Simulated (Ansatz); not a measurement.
## Zr3H: before and after

These are results of Ansatz, DFT PBE, scalar-relativistic, plane waves, PAW, not measurements. Settings: cutoff 420 eV, Γ-centred meshes no coarser than 0.19 Å⁻¹ for metals and 0.3 Å⁻¹ for insulators (2π included), Gaussian smearing.

The start was the Cu3Au (L1_2) type (Pm-3m, No. 221), relaxed within its symmetry. A cell of 8 atoms (2 times the primitive one) was then disturbed at random, relaxed without symmetry and relaxed once more on a fine mesh. For metals, differences of a few meV/atom aren't resolved.

Before:

Space group Pm-3m (No. 221). a = 4.242 Å, b = 4.242 Å, c = 4.242 Å, α = 90.00°, β = 90.00°, γ = 90.00°
```
atom site symmetry x y z
  Zr    3c    4/mm.m  0.0000  0.5000  0.5000
   H    1a m-3m  0.0000  0.0000  0.0000
```

After:

Space group Pm (No. 6). a = 4.636 Å, b = 3.220 Å, c = 9.686 Å, α = 90.00°, β = 90.07°, γ = 90.00°
```csv
atom,site,symmetry,x,y,z
Zr,1b,m,0.5960,0.5000,0.0184
Zr,1a,m,0.0954,0.0000,0.5273
Zr,1b,m,0.5958,0.5000,0.6881
Zr,1b,m,0.5706,0.5000,0.3556
Zr,1a,m,0.1016,0.0000,0.8520
Zr,1a,m,0.0954,0.0000,0.1850
H,1a,m,0.8401,0.0000,0.3554
H,1b,m,0.1050,0.5000,0.0182
```

**Question.** Is this a distortion of the same structure or a reconstruction, and what lowers the energy?

**Answer.** A reconstruction, from Pm-3m (No. 221) to Pm (No. 6). Each Zr has on average 12 Zr contacts in place of 8, longer on average (3.00 → 3.24 Å); H–Zr bonds form, at 2.03 Å.

**Question.** What does it gain?

**Answer.** 812 meV/atom, with the volume going from 19.09 to 18.07 Å³/atom. Against the elements the energy goes from 0.68 to -0.14 eV/atom.

Cost: 4 runs of about 20 core-minutes in all, on Intel Xeon 6975P-C (Granite Rapids) (shared hosts).